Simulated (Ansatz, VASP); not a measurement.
C: VASP beside Ansatz

```
C
1.0
     1.18134    0.68205    3.32017
    -1.18134    0.68205    3.32017
     0.00000   -1.36409    3.32017
C
2
Direct
  0.17396 0.17396 0.17396
  0.82604 0.82604 0.82604
```

Alike in both runs: task single point; functional PBEsol; k mesh 15 × 15 × 15; occupations gaussian, width 0.02 eV; no spin polarisation.

|  | VASP | Ansatz |
| --- | --- | --- |
| version | VASP 6.6.1 | Ansatz 0.2.0 |
| potentials or method | VASP PAW PBE potentials, release 64 (C) | scalar-relativistic, plane waves, PAW |
| plane-wave cutoff (eV) | 520 | 420 |
| valence electrons in the cell | 8 | 8 |

Ansatz gave:

- gap on the k mesh at the Fermi level (eV): 0.46
- least direct gap on the mesh (eV): 0.46
- pressure (GPa): 38.2
- largest component of the traceless stress (GPa): 40.17
- rms of the force components (eV/Å): 1.350

Question: Estimate VASP's values.

Answer: gap on the k mesh at the Fermi level (eV): 0.46; least direct gap on the mesh (eV): 0.46; pressure (GPa): 39.0; largest component of the traceless stress (GPa): 41.02; rms of the force components (eV/Å): 1.344.

Atom by atom the forces differ by 0.006 eV/Å (rms over components).

Caveats: so large a pressure means that the cell lies far from this level's equilibrium, or that cutoff or potentials fall short (VASP); the potentials were made for another functional, which shifts forces and pressure (VASP); an odd mesh through Γ misses points on the zone boundary, where band edges often lie.
